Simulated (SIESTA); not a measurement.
# CdTe and the effect of the choice of potentials or basis

```cif
data_structure
_symmetry_space_group_name_H-M 'F-43m'
_symmetry_Int_Tables_number 216
_cell_length_a 6.4100
_cell_length_b 6.4100
_cell_length_c 6.4100
_cell_angle_alpha 90.000
_cell_angle_beta 90.000
_cell_angle_gamma 90.000
_cell_volume 263.37
loop_
_atom_site_label
_atom_site_type_symbol
_atom_site_symmetry_multiplicity
_atom_site_Wyckoff_symbol
_atom_site_fract_x
_atom_site_fract_y
_atom_site_fract_z
_atom_site_occupancy
Te1 Te 4 c 0.25000 0.25000 0.25000 1
Cd1 Cd 4 a 0.00000 0.00000 0.00000 1
```

Kept alike: task single point; functional PBE; k mesh 7 × 7 × 7; occupations fermi-dirac, width 0.05 eV; no spin polarisation. Program: SIESTA. The mesh is that of the run's cell of 2 atoms. No spin-orbit coupling.

| choice of potentials or basis | pressure (GPa) |
| --- | --- |
| files PseudoDojo sr-pbe-0.4.1-standard, DZDP (energy shift 0.003 Ry; two zetas on semicore shells) | 4.23 |
| files PseudoDojo sr-pbe-0.4.1-standard, DZP (energy shift 0.003 Ry; two zetas on semicore shells) | 4.01 |
| files PseudoDojo sr-pbe-0.4.1-standard, SZP (energy shift 0.003 Ry) | 5.60 |
| files PseudoDojo sr-pbe-0.4.1-standard, TZDP (energy shift 0.003 Ry; two zetas on semicore shells) | 4.37 |
| files PseudoDojo sr-pbe-0.4.1-standard, TZP (energy shift 0.003 Ry; two zetas on semicore shells) | 4.15 |

Pressure is positive in compression.

Question: What does the choice of potentials or basis change here?

Answer: The pressure runs from 4.01 (files PseudoDojo sr-pbe-0.4.1-standard, DZP (energy shift 0.003 Ry; two zetas on semicore shells)) to 5.60 GPa (files PseudoDojo sr-pbe-0.4.1-standard, SZP (energy shift 0.003 Ry)).
